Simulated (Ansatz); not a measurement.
BaTiO3:

```
CELL_PARAMETERS angstrom
0.00000 -2.83705 -2.84580
-3.98410 2.83705 -2.84580
3.98410 2.83705 -2.84580
ATOMIC_POSITIONS crystal
Ba 0.01483 0.52342 0.49595
Ba 0.98517 0.97658 0.00405
Ti 0.46949 0.00348 0.49813
Ti 0.51471 0.48862 0.99397
O 0.48613 0.25419 0.28052
O 0.52967 0.75371 0.72738
O 0.43502 0.81668 0.27996
O 0.55996 0.18961 0.72633
O 0.02114 0.00157 0.50510
O 0.99144 0.49592 0.99239
```

```yaml
Program: Ansatz 0.2.0
Task: relaxation of cell and atoms
Functional: PBEsol
Dispersion: D3(BJ)
Potentials_or_basis: Ansatz PAW
Cutoff: "420 eV (not typed: the program's choice for these potentials)"
k_mesh: 7 × 5 × 5
Occupations: fermi-dirac, width 0.05 eV
Spin: no spin polarisation
```

At the start: volume 12.87 Å³/atom.

Where does the relaxation end?

It ends after 11 steps and the volume is 12.35 Å³/atom (-4.0 %); space group R3m (No. 160, to 0.05 Å).

The path:
```tsv
step	energy change (eV)	largest force (eV/Å)	volume (Å³)
1	0.0000	11.3017	128.67
2	-3.2693	4.8502	125.41
3	-4.2256	1.0836	122.23
4	-4.4349	0.0564	123.36
5	-4.4439	0.0930	123.60
6	-4.4504	0.0109	123.57
7	-4.4499	0.0147	123.71
8	-4.4500	0.0007	123.70
9	-4.4352	0.0007	123.70
10	-4.4361	0.0009	123.51
11	-4.4354	0.0009	123.51
```

Final structure:
```
Ba Ti O
1.0
     0.00211   -2.79630   -2.79325
    -3.95449    2.79987   -2.79385
     3.95020    2.79389   -2.79380
Ba Ti O
2 2 6
Direct
  0.00489 0.49619 0.50033
  0.00489 0.99619 0.00033
  0.51330 0.98771 0.50025
  0.51326 0.48771 0.00025
  0.49639 0.25659 0.24861
  0.49640 0.75658 0.74861
  0.49643 0.75662 0.25228
  0.49642 0.25662 0.75228
  0.99278 0.00478 0.50042
  0.99279 0.50478 0.00042
```

Caveat: the plane-wave basis is chosen anew once the cell has moved, so the energies of steps on either side of that aren't comparable; the pressure holds a Pulay correction of +0.6 GPa for the finite cutoff; the PAW data sets come from PBE, with cores solved anew for the run's functional, which leaves a small shift of forces and pressure.
